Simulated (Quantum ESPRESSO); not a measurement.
# V (Im-3m) in Quantum ESPRESSO: a series of runs

The runs below take V through single point, equation of state, with LDA.

All numbers are computed with Quantum ESPRESSO 7.5; they aren't measurements. Logs are shortened: lines on timing, memory, paths and dates and some standing lists are left out, and cuts for length are marked.

### 1 The structure

The structure is cubic, space group Im-3m (No. 229). Conventional cell: a = 3.029 Å, b = 3.029 Å, c = 3.029 Å, α = 90.00°, β = 90.00°, γ = 90.00°. V (site symmetry m-3m) is surrounded by 8 V at 2.62 Å.

### 2 Single point, LDA, collinear spin, ferromagnetic start, 13.06 Å³/atom

Contents of pw.in:

```
&CONTROL
  calculation = 'scf'
  prefix = 'pwscf'
  outdir = './tmp'
  pseudo_dir = './pseudo'
  tstress = .true.
  disk_io = 'nowf'
/
&SYSTEM
  ibrav = 0
  nat = 1
  ntyp = 1
  ecutwfc = 45
  ecutrho = 360
  nbnd = 15
  occupations = 'smearing'
  smearing = 'fd'
  degauss = 0.00367493
  nspin = 2
  starting_magnetization(1) = 0.1538
/
&ELECTRONS
  conv_thr = 2d-10
  electron_maxstep = 120
  mixing_beta = 0.3
/
ATOMIC_SPECIES
V     50.9415 v_lda_v1.4.uspp.F.UPF
CELL_PARAMETERS angstrom
  -1.4834362237    1.4834362237    1.4834362237
   1.4834362237   -1.4834362237    1.4834362237
   1.4834362237    1.4834362237   -1.4834362237
ATOMIC_POSITIONS crystal
V      0.0000000000    0.0000000000    0.0000000000
K_POINTS automatic
12 12 12 0 0 0
```

Potentials or basis: GBRV 1.5 LDA.

On the command line:

```
OMP_NUM_THREADS=1 mpirun -n 2 pw.x -nk 2 -in pw.in > pw.out
```

pw.out:

```text
This program is part of the open-source Quantum ESPRESSO suite
     for quantum simulation of materials; please cite
[... 13 lines left out ...]
     --------------------
     sticks:   dense  smooth     PW     G-vecs:    dense   smooth      PW
     Sum         631     315    129                10149     3559     959

     Using Slab Decomposition

     bravais-lattice index     =            0
     lattice parameter (alat)  =       4.8554  a.u.
     unit-cell volume          =      88.1177 (a.u.)^3
     number of atoms/cell      =            1
     number of atomic types    =            1
     number of electrons       =        13.00
     number of Kohn-Sham states=           15
     kinetic-energy cutoff     =      45.0000  Ry
     charge density cutoff     =     360.0000  Ry
     scf convergence threshold =      2.0E-10
     mixing beta               =       0.3000
     number of iterations used =            8  plain     mixing
     Exchange-correlation=  SLA  PZ   NOGX NOGC
                           (   1   1   0   0   0   0   0)

     celldm(1)=   4.855438  celldm(2)=   0.000000  celldm(3)=   0.000000
     celldm(4)=   0.000000  celldm(5)=   0.000000  celldm(6)=   0.000000

     crystal axes: (cart. coord. in units of alat)
               a(1) = (  -0.577350   0.577350   0.577350 )
               a(2) = (   0.577350  -0.577350   0.577350 )
               a(3) = (   0.577350   0.577350  -0.577350 )

     reciprocal axes: (cart. coord. in units 2 pi/alat)
               b(1) = ( -0.000000  0.866025  0.866025 )
               b(2) = (  0.866025 -0.000000  0.866025 )
               b(3) = (  0.866025  0.866025  0.000000 )

     PseudoPot. # 1 for V  read from file:
     v_lda_v1.4.uspp.F.UPF
     Pseudo is Ultrasoft + core correction, Zval = 13.0
     Generated by new atomic code, or converted to UPF format
     Using radial grid of  853 points,  6 beta functions with:
                l(1) =   0
                l(2) =   0
                l(3) =   1
                l(4) =   1
                l(5) =   2
                l(6) =   2
     Q(r) pseudized with  8 coefficients,  rinner =    1.100   1.100   1.100
                                                       1.100   1.100

     atomic species   valence    mass     pseudopotential
     V                13.00    50.94150     V ( 1.00)

     Starting magnetic structure
     atomic species   magnetization
     V               0.154

     48 Sym. Ops., with inversion, found

   Cartesian axes

     site n.     atom                  positions (alat units)
         1        V      tau(   1) = (   0.0000000   0.0000000   0.0000000  )

     number of k points=    72  Fermi-Dirac smearing, width (Ry)=  0.0037
                       cart. coord. in units 2pi/alat
        k(    1) = (   0.0000000   0.0000000   0.0000000), wk =   0.0005787
        k(    2) = (   0.0721688   0.0721688   0.0000000), wk =   0.0069444
        k(    3) = (   0.1443376   0.1443376   0.0000000), wk =   0.0069444
        k(    4) = (   0.2165064   0.2165064   0.0000000), wk =   0.0069444
        k(    5) = (   0.2886751   0.2886751   0.0000000), wk =   0.0069444
        k(    6) = (   0.3608439   0.3608439   0.0000000), wk =   0.0069444
[... 64 lines left out ...]
        k(   71) = (  -0.8660254  -0.0721688  -0.0721688), wk =   0.0069444
        k(   72) = (  -0.8660254  -0.8660254  -0.8660254), wk =   0.0005787

     Dense  grid:    10149 G-vectors     FFT dimensions: (  30,  30,  30)

     Smooth grid:     3559 G-vectors     FFT dimensions: (  24,  24,  24)

     Check: negative core charge=   -0.000004
     Generating pointlists ...
     new r_m :   0.4125 (alat units)  2.0029 (a.u.) for type    1

     Initial potential from superposition of free atoms

     starting charge      12.9990, renormalised to      13.0000

     negative rho (up, down):  2.781E-04 2.040E-04
     Starting wfcs are   10 randomized atomic wfcs +    5 random wfcs

     Self-consistent Calculation

     iteration #  1     ecut=    45.00 Ry     beta= 0.30
     Davidson diagonalization with overlap
     ethr =  1.00E-02,  avg # of iterations =  3.9

     Threshold (ethr) on eigenvalues was too large:
     Diagonalizing with lowered threshold

     Davidson diagonalization with overlap
     ethr =  7.37E-04,  avg # of iterations =  1.0

     negative rho (up, down):  2.782E-04 2.898E-04

     total energy              =    -145.05157972 Ry
     estimated scf accuracy    <       0.09613010 Ry

     total magnetization       =     0.77 Bohr mag/cell
     absolute magnetization    =     0.77 Bohr mag/cell

     iteration #  2     ecut=    45.00 Ry     beta= 0.30
     Davidson diagonalization with overlap
     ethr =  7.39E-04,  avg # of iterations =  1.0

     negative rho (up, down):  2.572E-04 3.507E-04

     total energy              =    -145.06904088 Ry
     estimated scf accuracy    <       0.02214456 Ry

     total magnetization       =     0.69 Bohr mag/cell
     absolute magnetization    =     0.69 Bohr mag/cell

     iteration #  3     ecut=    45.00 Ry     beta= 0.30
     Davidson diagonalization with overlap
     ethr =  1.70E-04,  avg # of iterations =  1.2

     negative rho (up, down):  2.206E-04 4.285E-04

     total energy              =    -145.07627640 Ry
     estimated scf accuracy    <       0.00840379 Ry

     total magnetization       =     0.63 Bohr mag/cell
     absolute magnetization    =     0.63 Bohr mag/cell

     iteration #  4     ecut=    45.00 Ry     beta= 0.30
     Davidson diagonalization with overlap
     ethr =  6.46E-05,  avg # of iterations =  1.1

     negative rho (up, down):  2.148E-04 4.329E-04

     total energy              =    -145.07841929 Ry
     estimated scf accuracy    <       0.00054928 Ry

     total magnetization       =     0.34 Bohr mag/cell
     absolute magnetization    =     0.34 Bohr mag/cell
[... 109 lines left out ...]
     iteration # 14     ecut=    45.00 Ry     beta= 0.30
     Davidson diagonalization with overlap
     ethr =  3.05E-10,  avg # of iterations =  1.0

     negative rho (up, down):  3.223E-04 3.218E-04

     total energy              =    -145.08015427 Ry
     estimated scf accuracy    <       0.00000001 Ry

     total magnetization       =     0.00 Bohr mag/cell
     absolute magnetization    =     0.00 Bohr mag/cell

     iteration # 15     ecut=    45.00 Ry     beta= 0.30
     Davidson diagonalization with overlap
     ethr =  1.03E-10,  avg # of iterations =  1.5

     negative rho (up, down):  3.220E-04 3.220E-04

     total energy              =    -145.08015478 Ry
     estimated scf accuracy    <          1.8E-09 Ry

     total magnetization       =    -0.00 Bohr mag/cell
     absolute magnetization    =     0.00 Bohr mag/cell

     iteration # 16     ecut=    45.00 Ry     beta= 0.30
     Davidson diagonalization with overlap
     ethr =  1.40E-11,  avg # of iterations =  1.0

     negative rho (up, down):  3.221E-04 3.220E-04

     Magnetic moment per site  (integrated on atomic sphere of radius R)
     atom   1 (R=0.413)  charge= 11.2932  magn= -0.0001

     End of self-consistent calculation

     Number of k-points >= 100: set verbosity='high' to print the bands.

     the Fermi energy is    16.8648 ev

!    total energy              =    -145.08015482 Ry
     estimated scf accuracy    <          1.4E-11 Ry
     smearing contrib. (-TS)   =      -0.00131158 Ry
     internal energy E=F+TS    =    -145.07884324 Ry

     The total energy is F=E-TS. E is the sum of the following terms:
     one-electron contribution =     -44.64677906 Ry
     hartree contribution      =      28.70236064 Ry
     xc contribution           =     -19.43638234 Ry
     ewald contribution        =    -109.69804246 Ry

     total magnetization       =    -0.00 Bohr mag/cell
     absolute magnetization    =     0.00 Bohr mag/cell

     convergence has been achieved in  16 iterations

     Computing stress (Cartesian axis) and pressure

     negative rho (up, down):  3.221E-04 3.220E-04
          total   stress  (Ry/bohr**3)                   (kbar)     P=      -82.99
  -0.00056415   0.00000000   0.00000000          -82.99        0.00        0.00
   0.00000000  -0.00056415   0.00000000            0.00      -82.99        0.00
   0.00000000   0.00000000  -0.00056415            0.00        0.00      -82.99

=------------------------------------------------------------------------------=
   JOB DONE.
=------------------------------------------------------------------------------=
```

Wall time 13 s (2 MPI ranks of Intel Xeon 6975P-C (Granite Rapids), shared host); peak memory 0.14 GiB.

What came out:

```
Free energy                                           : -1973.9161 eV
Pressure                                              : -8.3 GPa
Band gap on the k mesh                                : none (metal or under the smearing width)
Net moment                                            : 0.00 μB per cell
Absolute moment                                       : 0.00 μB per cell
Valence electrons inside the program's atomic spheres : V 11.29
```

### 3 Single point, LDA, collinear spin, ferromagnetic start, 13.34 Å³/atom

Changes to pw.in since step 2:

```diff
@@ -29,5 +29,5 @@
 CELL_PARAMETERS angstrom
-  -1.4834362237    1.4834362237    1.4834362237
-   1.4834362237   -1.4834362237    1.4834362237
-   1.4834362237    1.4834362237   -1.4834362237
+  -1.4938833019    1.4938833019    1.4938833019
+   1.4938833019   -1.4938833019    1.4938833019
+   1.4938833019    1.4938833019   -1.4938833019
 ATOMIC_POSITIONS crystal
```

Potentials or basis: GBRV 1.5 LDA.

On the command line:

```
OMP_NUM_THREADS=1 mpirun -n 2 pw.x -nk 2 -in pw.in > pw.out
```

It took 8.8 s on 2 MPI ranks of Intel Xeon 6975P-C (Granite Rapids), shared host; peak memory 0.14 GiB.

Results (log left out):

| Property | Result |
| --- | --- |
| Free energy | -1973.8988 eV |
| Pressure | -11.8 GPa |
| Band gap on the k mesh | none (metal or under the smearing width) |
| Net moment | 0.00 μB per cell |
| Absolute moment | 0.00 μB per cell |
| Valence electrons inside the program's atomic spheres | V 11.31 |

### 4 Single point, LDA, collinear spin, ferromagnetic start, 13.61 Å³/atom

Changes to pw.in since step 3:

```diff
@@ -29,5 +29,5 @@
 CELL_PARAMETERS angstrom
-  -1.4938833019    1.4938833019    1.4938833019
-   1.4938833019   -1.4938833019    1.4938833019
-   1.4938833019    1.4938833019   -1.4938833019
+  -1.5041862709    1.5041862709    1.5041862709
+   1.5041862709   -1.5041862709    1.5041862709
+   1.5041862709    1.5041862709   -1.5041862709
 ATOMIC_POSITIONS crystal
```

On the command line:

```
OMP_NUM_THREADS=1 mpirun -n 2 pw.x -nk 2 -in pw.in > pw.out
```

It took 8.3 s on 2 MPI ranks of Intel Xeon 6975P-C (Granite Rapids), shared host; peak memory 0.14 GiB.

It converged, with:

* Free energy: -1973.8757 eV
* Pressure: -14.9 GPa
* Band gap on the k mesh: none (metal or under the smearing width)
* Net moment: 0.00 μB per cell
* Absolute moment: 0.00 μB per cell
* Valence electrons inside the program's atomic spheres: V 11.32

### 5 Single point, LDA, collinear spin, ferromagnetic start, 13.89 Å³/atom

Changes to pw.in since step 4:

```diff
@@ -29,5 +29,5 @@
 CELL_PARAMETERS angstrom
-  -1.5041862709    1.5041862709    1.5041862709
-   1.5041862709   -1.5041862709    1.5041862709
-   1.5041862709    1.5041862709   -1.5041862709
+  -1.5143500000    1.5143500000    1.5143500000
+   1.5143500000   -1.5143500000    1.5143500000
+   1.5143500000    1.5143500000   -1.5143500000
 ATOMIC_POSITIONS crystal
```

On the command line:

```
OMP_NUM_THREADS=1 mpirun -n 2 pw.x -nk 2 -in pw.in > pw.out
```

It took 9.2 s on 2 MPI ranks of Intel Xeon 6975P-C (Granite Rapids), shared host; peak memory 0.14 GiB.

The run converged. Its results:

```
Free energy                                           : -1973.8474 eV
Pressure                                              : -17.8 GPa
Band gap on the k mesh                                : none (metal or under the smearing width)
Net moment                                            : 0.00 μB per cell
Absolute moment                                       : 0.00 μB per cell
Valence electrons inside the program's atomic spheres : V 11.33
```

### 6 Single point, LDA, collinear spin, ferromagnetic start, 14.17 Å³/atom

Changes to pw.in since step 5:

```diff
@@ -29,5 +29,5 @@
 CELL_PARAMETERS angstrom
-  -1.5143500000    1.5143500000    1.5143500000
-   1.5143500000   -1.5143500000    1.5143500000
-   1.5143500000    1.5143500000   -1.5143500000
+  -1.5243791002    1.5243791002    1.5243791002
+   1.5243791002   -1.5243791002    1.5243791002
+   1.5243791002    1.5243791002   -1.5243791002
 ATOMIC_POSITIONS crystal
```

Potentials or basis: GBRV 1.5 LDA.

On the command line:

```
OMP_NUM_THREADS=1 mpirun -n 2 pw.x -nk 2 -in pw.in > pw.out
```

Wall time 10 s (2 MPI ranks of Intel Xeon 6975P-C (Granite Rapids), shared host); peak memory 0.14 GiB.

The run converged. Its results:

* Free energy: -1973.8144 eV
* Pressure: -20.4 GPa
* Band gap on the k mesh: none (metal or under the smearing width)
* Net moment: 0.00 μB per cell
* Absolute moment: 0.00 μB per cell
* Valence electrons inside the program's atomic spheres: V 11.34

### 7 Single point, LDA, collinear spin, ferromagnetic start, 14.45 Å³/atom

Changes to pw.in since step 6:

```diff
@@ -29,5 +29,5 @@
 CELL_PARAMETERS angstrom
-  -1.5243791002    1.5243791002    1.5243791002
-   1.5243791002   -1.5243791002    1.5243791002
-   1.5243791002    1.5243791002   -1.5243791002
+  -1.5342779432    1.5342779432    1.5342779432
+   1.5342779432   -1.5342779432    1.5342779432
+   1.5342779432    1.5342779432   -1.5342779432
 ATOMIC_POSITIONS crystal
```

On the command line:

```
OMP_NUM_THREADS=1 mpirun -n 2 pw.x -nk 2 -in pw.in > pw.out
```

It took 8.1 s on 2 MPI ranks of Intel Xeon 6975P-C (Granite Rapids), shared host; peak memory 0.14 GiB.

It converged, with:

- Free energy: -1973.7772 eV
- Pressure: -22.7 GPa
- Band gap on the k mesh: none (metal or under the smearing width)
- Net moment: 0.00 μB per cell
- Absolute moment: 0.00 μB per cell
- Valence electrons inside the program's atomic spheres: V 11.35

### 8 Single point, LDA, collinear spin, ferromagnetic start, 14.72 Å³/atom

Changes to pw.in since step 7:

```diff
@@ -29,5 +29,5 @@
 CELL_PARAMETERS angstrom
-  -1.5342779432    1.5342779432    1.5342779432
-   1.5342779432   -1.5342779432    1.5342779432
-   1.5342779432    1.5342779432   -1.5342779432
+  -1.5440506776    1.5440506776    1.5440506776
+   1.5440506776   -1.5440506776    1.5440506776
+   1.5440506776    1.5440506776   -1.5440506776
 ATOMIC_POSITIONS crystal
```

On the command line:

```
OMP_NUM_THREADS=1 mpirun -n 2 pw.x -nk 2 -in pw.in > pw.out
```

It took 8.2 s on 2 MPI ranks of Intel Xeon 6975P-C (Granite Rapids), shared host; peak memory 0.14 GiB.

It converged, with:

```yaml
Free_energy: -1973.7361 eV
Pressure: -24.8 GPa
Band_gap_on_the_k_mesh: none (metal or under the smearing width)
Net_moment: 0.00 μB per cell
Absolute_moment: 0.00 μB per cell
Valence_electrons_inside_the_program's_atomic_spheres: V 11.36
```

### 9 Equation of state, LDA, collinear spin, ferromagnetic start

Potentials or basis: GBRV 1.5 LDA.

This step only gathers the single runs of the series.

Results:

```yaml
Equilibrium_volume: "12.50 Å³/atom (rough: see the caveat)"
Bulk_modulus: 204 GPa (rough)
```

Energy against volume, from the lowest point:
| volume (Å³/atom) | energy (meV/atom) |
| --- | --- |
| 13.058 | 0.00 |
| 13.336 | 17.29 |
| 13.613 | 40.34 |
| 13.891 | 68.63 |
| 14.169 | 101.63 |
| 14.447 | 138.89 |
| 14.725 | 179.98 |

Caveat: the minimum lies outside the volumes run.
